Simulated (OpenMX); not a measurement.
MgF2 (Sellaite) under changes of volume

One of the cells (10.881 Å³/atom); the others are scaled copies at fixed shape and fractional positions:

```
CELL_PARAMETERS angstrom
4.62500 0.00000 0.00000
0.00000 4.62500 0.00000
0.00000 0.00000 3.05200
ATOMIC_POSITIONS crystal
Mg 0.50000 0.50000 0.50000
Mg 0.00000 0.00000 0.00000
F 0.80300 0.19700 0.50000
F 0.69700 0.69700 0.00000
F 0.19700 0.80300 0.50000
F 0.30300 0.30300 0.00000
```

| Property | Result |
| --- | --- |
| Program | OpenMX 3.8.5 |
| Functional | PBE |
| Potentials or basis | OpenMX 2013 PBE set, Mg7.0-s3p2, F6.0-s2p2, fixed grid of 63 × 63 × 42 points |
| k mesh | 7 × 7 × 9 |
| Occupations | fermi-dirac, width 0.05 eV |
| Spin | no spin polarisation |

```tsv
volume (Å³/atom)	energy over the lowest point (meV/atom)	gap on the mesh (eV)	largest force (eV/Å)
10.228	75.39	7.32	0.231
10.445	53.57	7.16	0.193
10.663	35.92	7.02	0.153
10.881	?	?	?
11.098	11.69	6.74	0.084
11.316	4.42	6.60	0.052
11.534	0.00	6.48	0.019
```

What does the run at 10.881 Å³/atom give?

Energy over the lowest point 22.08 meV/atom; gap on the mesh 6.87 eV; largest force 0.115 eV/Å.

Worked out: A Birch-Murnaghan fit of order 3 (a polynomial in V^(-2/3)) to the other rows has its minimum at 11.81 Å³/atom, just outside them, with B0 = V·E''(V) = 91 GPa and B' = 4.2 at fixed shape and positions, which overstates the stiffness. It gives 22.05 meV/atom at 10.881 Å³/atom, against the run's 22.08. A straight line through the other rows of the gap, of slope -6.99 eV per unit of ln V (its deformation potential), gives 6.88 eV, against the run's 6.87.

Energies are extrapolated to zero smearing.

Caveats: an odd mesh through Γ misses points on the zone boundary, where band edges often lie; the basis of atomic orbitals isn't converged, which shifts pressures, moduli and gaps.
